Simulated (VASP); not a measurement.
The system is W2C.

```
W C
1.0
     3.07005    0.00000    0.00000
    -1.53502    2.65874    0.00000
     0.00000    0.00000    4.67843
W C
2 1
Direct
  0.66667 0.33333 0.25367
  0.33333 0.66667 0.74633
  0.00000 0.00000 0.00000
```

The cell comes from a database or a generator and needn't be the stable form of this composition.

Program: VASP 6.6.1. Alike in all runs: cell as given. Hardware: 1 thread of Intel(R) Xeon(R) Platinum 8488C (Sapphire Rapids), on a shared host.

Problem. Order these runs on this cell by their wall time, lowest first.
A. task optical spectrum; level PBE+TS-HI; potentials or basis VASP PAW PBE potentials, release 64 (W_sv, C); spin SOC, no magnetisation; k mesh 7 × 7 × 5; cutoff (eV) 520; smearing gaussian 0.05 eV; mesh quality not flagged
B. task band structure; level PBE; potentials or basis VASP PAW PBE potentials, release 64 (W_sv, C); spin off; k mesh 7 × 7 × 5; cutoff (eV) 520; smearing fermi-dirac 0.05 eV; mesh quality not flagged
C. task single point; level HSE(alpha, omega); potentials or basis VASP PAW PBE potentials, release 64 (W_sv, C); spin off; k mesh 5 × 5 × 3; cutoff (eV) 520; smearing fermi-dirac 0.05 eV; share of exact exchange 0.4; grid for exact exchange (PRECFOCK) Fast; mesh quality coarse
D. task single point; level LDA; potentials or basis VASP PAW LDA potentials, release 64 (W_sv_GW, C_GW); spin off; k mesh 10 × 10 × 6; cutoff (eV) 550; smearing gaussian 0.02 eV; mesh quality not flagged

Solution. D (36 s), B (74 s), A (340 s), C (690 s).

Caveats: some runs use coarse meshes; spectra need much finer meshes, so this one isn't converged (some runs); independent-particle spectra lack excitons (some runs).
